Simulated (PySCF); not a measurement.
Isomers of C3H4N2, one conformer each. Theory: core-valence-separated Tamm–Dancoff BHandHLYP/aug-pcX-1 (pcseg-1 on H) in PySCF, non-relativistic, gas phase, PBE0-D3(BJ)/def2-SVP geometry. No empirical shift is added; at this level the pattern usually sits a few eV under experiment.

P. `C(/C#N)(=N/[H])C`
Q. `C1=CNN=C1`

Main lines, eV (oscillator strength):
1. C K: 283.9 (0.038), 284.0 (0.077), 284.2 (0.071), 285.7 (0.014), 286.5 (0.023); N K: 397.8 (0.059), 400.2 (0.042), 401.3 (0.006), 401.5 (0.021), 402.4 (0.010)
2. C K: 283.3 (0.032), 283.5 (0.070), 283.9 (0.066), 286.0 (0.010), 286.6 (0.035); N K: 395.6 (0.059), 396.6 (0.059), 397.4 (0.064), 400.3 (0.020), 401.8 (0.011)
Listed: the first five lines at most of each edge with a tenth or more of its strongest line's intensity; roots within 0.03 eV on the same or equivalent atoms are summed. Only the lowest roots were sought, and the top ones are left out.

**Question.** Which spectrum belongs to which isomer?

**Answer.** 1 = Q, 2 = P.
- P: first C line listed at 283.3 eV, hole on the nitrile carbon; first N line listed at 395.6 eV, hole on the imine nitrogen.
- Q: first C line listed at 283.9 eV, hole on the aromatic CH carbon (1s→π*); first N line listed at 397.8 eV, hole on the pyridine-type nitrogen (1s→π*).

**Question.** What are the ground-state energies of the isomers at BHandHLYP/aug-pcX-1 (pcseg-1 on H), relative to the lowest?

**Answer.** P 13.1, Q 0.0 kJ/mol (electronic energies on these geometries, no dispersion or zero-point terms).
